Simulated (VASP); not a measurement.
Wanted: the native input for a VASP 6.6.1 run.

```yaml
Task: relaxation of cell and atoms
Functional: LDA
Potentials_or_basis: VASP PAW LDA potentials, release 64 (Te, Pb_d)
Cutoff: 600 eV
k_mesh: 8 × 8 × 8
Occupations: gaussian, width 0.03 eV
Spin: no spin polarisation
Further_INCAR_settings: ALGO = Normal; EDIFF = 1e-07; IBRION = 2; EDIFFG = -0.005; NSW = 90; ISIF = 3
```

The structure of TePb lies in POSCAR:

```
TePb                                    
1.0
    0.0000000000      3.1927848555      3.1927848555
    3.1927848555      0.0000000000      3.1927848555
    3.1927848555      3.1927848555     -0.0000000000
  Te              Pb            
     1     1
Direct
     0.5000000000000000    0.5000000000000000    0.5000000000000000
     0.0000000000000000    0.0000000000000000    0.0000000000000000
```

One way to write it, as run:

INCAR

```
PREC     = Accurate       # precision mode
ENCUT    = 600            # plane-wave cutoff, eV
EDIFF    = 1E-7           # SCF threshold, eV
ISMEAR   = 0              # smearing method
SIGMA    = 0.03           # smearing width, eV
LREAL    = F              # projectors in reciprocal space
LASPH    = T              # aspherical terms in the spheres
NELM     = 80             # most SCF steps
ALGO     = Normal         # electronic algorithm
ISIF     = 3              # what is computed and relaxed
LWAVE    = F              # write WAVECAR
LCHARG   = F              # write CHGCAR
GGA      = CA             # functional
IBRION   = 2              # ionic algorithm
NSW      = 90             # ionic steps
EDIFFG   = -0.005         # ionic threshold
```

KPOINTS

```
regular mesh
0
Gamma
  8 8 8
```

Potentials or basis: VASP PAW LDA potentials, release 64 (Te, Pb_d).

The run is started by

```bash
$ cat potpaw_LDA.64/Te/POTCAR potpaw_LDA.64/Pb_d/POTCAR > POTCAR
$ mpirun -np 1 vasp_std > vasp.out
```

Results of the run:

```yaml
Pressure_after_relaxing: 0.0 GPa
Band_gap_on_the_k_mesh: 0.56 eV, direct
```

Caveat: the relaxation stopped at its first step, so nothing moved; spin-orbit coupling is left out, which as a rule narrows the gap of such compounds by several tenths of an eV.

It took 17 s on 1 thread of AMD EPYC 9R45 (Zen 5) (shared host), peak memory 0.16 GiB.
